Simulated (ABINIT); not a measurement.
A run of ABINIT 10.8.3 (patched build) is set up as follows.

run.abi

```
ndtset 2

pp_dirpath "./"
pseudos "Mg.GGA_PBE-JTH.xml, O.GGA_PBE-JTH.xml"

acell 2.9656078099 2.9656078099 2.9656078099 Angstrom
rprim
     0.0000000000     0.7071067812     0.7071067812
     0.7071067812     0.0000000000     0.7071067812
     0.7071067812     0.7071067812     0.0000000000
ntypat 2
znucl 12 8
natom 2
typat 1 2
xred
     0.0000000000     0.0000000000     0.0000000000
     0.5000000000     0.5000000000     0.5000000000

ecut 23.0
pawecutdg 45.0

ixc -116133

occopt 3
tsmear 0.00183747

nstep 100

iomode 3
prtwf 0
prteig 0
prtebands 0
enunit 1
prtden1 1
prtvha1 1
prtvclmb1 1
prtpot1 1

kptopt1 1
ngkpt1 11 11 11
nshiftk1 1
shiftk1 0.0 0.0 0.0
nband1 12
tolvrs1 1.0e-9

iscf2 -2
getden2 1
nband2 18
nbdbuf2 4
tolwfr2 1.0e-11
kptopt2 -9
ndivsm2 5
prteig2 1
prtvol2 -3
kptbounds2
     0.0000000000     0.0000000000     0.0000000000
     0.5000000000     0.0000000000     0.5000000000
     0.5000000000     0.2500000000     0.7500000000
     0.3750000000     0.3750000000     0.7500000000
     0.0000000000     0.0000000000     0.0000000000
     0.5000000000     0.5000000000     0.5000000000
     0.6250000000     0.2500000000     0.6250000000
     0.5000000000     0.2500000000     0.7500000000
     0.5000000000     0.5000000000     0.5000000000
     0.3750000000     0.3750000000     0.7500000000
```

Potentials or basis: JTH PAW PBE v2.0.

Launch:

```sh
$ abinit run.abi > log 2>&1
```

(1) What does it give for the pressure?

(2) Estimate the band gap on the k mesh.

(3) Predict the band gap along the path.

## Answers

(1) 2.6 GPa.

(2) 4.76 eV, direct.

(3) 4.76 eV, direct.

Caveat: the PAW data sets were made with another functional, which shifts forces and pressure a little.

**What was measured.**

“Electronic structure of alkaline earth and post-transition metal oxides”, 2009, arxiv:0908.1581 quotes, for a bulk crystal of MgO: band gap 7.83 eV.

Against the measured gap of MgO, 7.83 eV (quoted in “Electronic structure of alkaline earth and post-transition metal oxides”, 2009, arxiv:0908.1581), the calculated 4.76 eV is off by -3.07 eV. The value is that of PBEsol, without temperature or zero-point motion. Semilocal functionals fall short of measured gaps as a rule. The cell is a database's relaxed one, not the measured one, which moves gaps too.
